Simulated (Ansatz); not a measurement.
# EuO: the cost of one run

Computed with Ansatz 0.2.0 through its Python package. Level of theory: DFT PBE+U, plane waves, PAW.

**1. Starting point**

It takes space group Fm-3m (No. 225, cubic). Conventional cell: a = 5.144 Å, b = 5.144 Å, c = 5.144 Å, α = 90.00°, β = 90.00°, γ = 90.00°. Eu (site symmetry m-3m) has 6 O at 2.57 Å as nearest neighbours. O (site symmetry m-3m) has 6 Eu at 2.57 Å as nearest neighbours.

No structure file is read: the coordinates are typed or built in the script.

**2. Script**

Contents of plus_u_euo.py:

```python
"""DFT+U scan for EuO."""

import ansatz as az
import numpy as np


def count_gap(report):
    # lowest empty less highest filled band, counting bands; zero where they overlap
    return max(report.get("gap_by_band_count_ev") or 0.0, 0.0)


def main() -> None:
    structure = (
        az.Lattice.of((0.0, 2.57195, 2.57195), (2.57195, 0.0, 2.57195), (2.57195, 2.57195, 0.0))
        .atom("Eu", (0.0, 0.0, 0.0))
        .atom("O", (0.5, 0.5, 0.5))
        .moments(Eu=7)
    )

    calc = (
        structure.calculation()
        .kpoints(density=4.1)
        .spin("collinear")
        .occupations("fermi_dirac", width=150 * az.meV)
        .functional("pbe")
        .band_table()
    )
    rows = []
    for u in [2.0, 4.0, 6.0, 8.0]:
        rep = calc.hubbard("Eu", "f", u_eff=u).run(threads=1).report
        shell = rep["hubbard"]["n_scf"]
        rows.append((u, count_gap(rep), sum(shell) / len(shell), max(abs(m) for m in rep["site_moments_mub"]), rep["n_iterations"]))
    lines = [",".join(["U_eff eV", "gap by band count eV", "Eu f occupation (projector)", "largest moment muB", "iterations"])] + [",".join(f"{v:.4f}" if isinstance(v, float) else str(v) for v in row) for row in rows]
    print("\n".join(lines))
    with open("plus_u.csv", "w") as handle:
        handle.write("\n".join(lines) + "\n")
    print("eigenvalues of the first occupation matrix at the last U, by spin:")
    for channel in rep["hubbard"]["n_eig"][0]:
        print("  ", " ".join(f"{n:.3f}" for n in channel))


if __name__ == "__main__":
    main()
```

**3. Running it**

On the command line:

```bash
> python plus_u_euo.py
```

**Question.** How long does this script take on 1 thread of Arm Neoverse V1, shared host, and how much memory does it need?

About 1.7 min, with a peak of 0.47 GiB.
